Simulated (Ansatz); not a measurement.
## Molecular dynamics of Si

The input (input.yaml):

```yaml
accuracy: low
crystal:
  lattice:
    - [0.0, 5.688954, 5.688954]
    - [5.688954, 0.0, 5.688954]
    - [5.688954, 5.688954, 0.0]
  atoms:
    - { symbol: Si, position: [-0.12354539, 0.15022202, -0.10138147] }
    - { symbol: Si, position: [0.04337645, 0.01986924, 0.19926247] }
    - { symbol: Si, position: [-0.18673593, 0.06517008, 0.48735438] }
    - { symbol: Si, position: [0.0445062, 0.20962012, 0.51362497] }
    - { symbol: Si, position: [0.24172387, 0.36292765, -0.12588416] }
    - { symbol: Si, position: [0.07953497, 0.68249108, 0.10692778] }
    - { symbol: Si, position: [-0.07382519, 0.54861966, 0.46745223] }
    - { symbol: Si, position: [0.10932477, 0.57389209, 0.60663837] }
    - { symbol: Si, position: [0.39695981, -0.02967768, 0.03963954] }
    - { symbol: Si, position: [0.63149893, -0.07576661, 0.15170245] }
    - { symbol: Si, position: [0.37334886, 0.09503624, 0.39491756] }
    - { symbol: Si, position: [0.42943827, 0.18942173, 0.66277126] }
    - { symbol: Si, position: [0.56109725, 0.31559372, 0.3150417] }
    - { symbol: Si, position: [0.83163434, 0.65276192, 0.00922832] }
    - { symbol: Si, position: [0.70664158, 0.45850208, 0.4226996] }
    - { symbol: Si, position: [0.53785671, 0.6770841, 0.64083071] }
basis:
  ecutwfc: 200.0
kpoints:
  mp_grid: { grid: [2, 2, 2] }
hamiltonian:
  xc: pbe
scf:
  occupations: { method: fermi_dirac, width: 0.36 }
  lower_state_search: "off"
md:
  timestep: 1.5
  n_steps: 200
  ensemble: npt_langevin
  temperature: 2940.0
  initial_velocities: maxwell_boltzmann
  seed: 460800
  friction: 0.005
  pressure: 5.0
  fix_cell: [shape]
```

Run as:

```bash
$ ansatz run input.yaml --threads 1 --pin off --max-ram 3072MiB --backend cpu --events-out ev --progress --plain --runs-dir out
```

It goes on from the last frame of an earlier run, with new velocities.

Output, in part (step lines):

```
md step     0: t =     0.00 fs  T =  2756.3 K  F+E_penalty+E_count = -10158.50981359 eV  E_kin = 5.700366 eV  conserved = -10142.81465248 eV  P_inst = 0.2313 GPa  V = 368.2369 Å³  selection 1  (9 SCF iters)
md step     1: t =     1.50 fs  T =  2774.5 K  F+E_penalty+E_count = -10158.46542245 eV  E_kin = 5.738159 eV  conserved = -10142.81506159 eV  P_inst = 0.3246 GPa  V = 368.1568 Å³  selection 1  (7 SCF iters)
md step     2: t =     3.00 fs  T =  3022.2 K  F+E_penalty+E_count = -10158.43640573 eV  E_kin = 6.250377 eV  conserved = -10142.81574617 eV  P_inst = 0.5630 GPa  V = 367.9447 Å³  selection 1  (7 SCF iters)
md step     3: t =     4.50 fs  T =  3085.4 K  F+E_penalty+E_count = -10158.41901541 eV  E_kin = 6.381179 eV  conserved = -10142.81644733 eV  P_inst = 0.6999 GPa  V = 367.6488 Å³  selection 1  (7 SCF iters)
md step     4: t =     6.00 fs  T =  3178.8 K  F+E_penalty+E_count = -10158.40566244 eV  E_kin = 6.574205 eV  conserved = -10142.81679382 eV  P_inst = 0.8686 GPa  V = 367.2814 Å³  selection 1  (7 SCF iters)
md step     5: t =     7.50 fs  T =  3283.0 K  F+E_penalty+E_count = -10158.38248358 eV  E_kin = 6.789671 eV  conserved = -10142.81733435 eV  P_inst = 1.0703 GPa  V = 366.8987 Å³  selection 1  (5 SCF iters)
md step     6: t =     9.00 fs  T =  3258.8 K  F+E_penalty+E_count = -10158.34497862 eV  E_kin = 6.739635 eV  conserved = -10142.81726242 eV  P_inst = 1.2215 GPa  V = 366.5216 Å³  selection 1  (5 SCF iters)
md step     7: t =    10.50 fs  T =  3341.9 K  F+E_penalty+E_count = -10158.30113530 eV  E_kin = 6.911547 eV  conserved = -10142.81811409 eV  P_inst = 1.4571 GPa  V = 366.1461 Å³  selection 1  (5 SCF iters)
[... lines left out ...]
```

The steps, from the saved trajectory:

```tsv
time (fs)	T (K)	potential energy less start (eV)	conserved less start (meV/atom)	P (GPa)	volume (Å³)
0.0	2756	0.000	0.00	0.2	368.2
9.0	3259	0.165	-0.16	1.2	366.5
18.0	3160	0.741	-0.36	2.6	363.0
27.0	2669	1.491	0.24	3.2	359.2
36.0	3671	-0.434	-0.57	1.1	355.7
45.0	3447	-0.378	-0.23	-0.2	352.3
54.0	3212	0.382	0.21	-0.6	348.3
63.0	4263	-0.935	-0.24	-2.1	343.3
72.0	4264	-1.651	-0.22	-2.4	337.9
81.0	4300	-1.467	-0.29	0.3	331.7
90.0	3473	-0.054	-0.14	4.9	325.1
99.0	2995	1.336	-0.20	8.9	318.7
108.0	2908	1.785	0.20	9.8	313.3
117.0	3704	-0.264	-0.24	7.0	308.7
126.0	4446	-2.308	-0.27	3.1	305.3
135.0	4100	-2.793	-0.06	1.6	301.4
144.0	3840	-2.308	-0.15	3.1	296.8
153.0	2695	-0.893	0.29	6.1	291.6
162.0	3194	-1.505	0.12	7.1	287.8
171.0	4100	-2.785	-0.05	7.2	284.0
180.0	3830	-2.789	-0.18	9.4	280.6
189.0	3371	-0.636	0.08	15.1	277.9
198.0	2609	0.350	0.50	16.8	277.5
207.0	4050	-2.249	-0.42	12.3	279.3
216.0	3592	-2.977	0.02	7.3	282.6
225.0	3190	-2.446	0.16	5.5	285.5
234.0	3284	-2.407	0.25	4.3	288.6
243.0	3626	-2.829	0.03	3.2	292.8
252.0	3267	-2.589	0.03	3.1	297.1
261.0	2808	-1.826	0.23	3.9	301.5
270.0	2858	-1.883	0.02	3.9	305.4
279.0	2959	-1.955	0.01	4.1	307.4
288.0	3094	-1.369	0.00	5.4	309.1
297.0	2590	-0.789	0.01	5.9	311.0
```

All steps were run. The conserved energy stayed within 0.57 meV per atom of its start (net change 0.11 meV per atom), so the integration is sound. The mean temperature of the second half is 12 % above the set value. A run of 0.3 ps of so small a system gives no equilibrium averages. The plane-wave cutoff is below what these datasets need, so energies and pressures aren't converged. Limits of this set-up: coarse k mesh, low accuracy level. The cell's volume went from 368 to 312 Å³.

Mean squared displacements from the first frame to the last, about the centre of mass, the cell's change included: Si 4.50 Å².

Last frame:

```xyz
16
Lattice="0.0000 5.3811 5.3811 5.3811 0.0000 5.3811 5.3811 5.3811 0.0000" Properties=species:S:1:pos:R:3
Si 1.625 -1.032 0.514
Si -0.297 1.041 -1.721
Si 2.361 1.714 -0.654
Si 4.613 4.214 0.949
Si 3.318 2.204 2.555
Si 2.060 -1.183 3.598
Si 5.907 1.806 1.699
Si 6.707 3.613 6.001
Si 0.311 1.653 1.582
Si -1.272 3.191 2.413
Si 2.925 4.102 3.997
Si 6.614 7.374 3.665
Si 2.636 2.403 5.807
Si -0.035 3.863 8.509
Si 3.966 5.458 7.411
Si 8.413 6.288 8.164
```

The run took 8.1 min on 1 thread of Arm Neoverse V1, with other jobs on the host, peak memory 0.41 GiB.
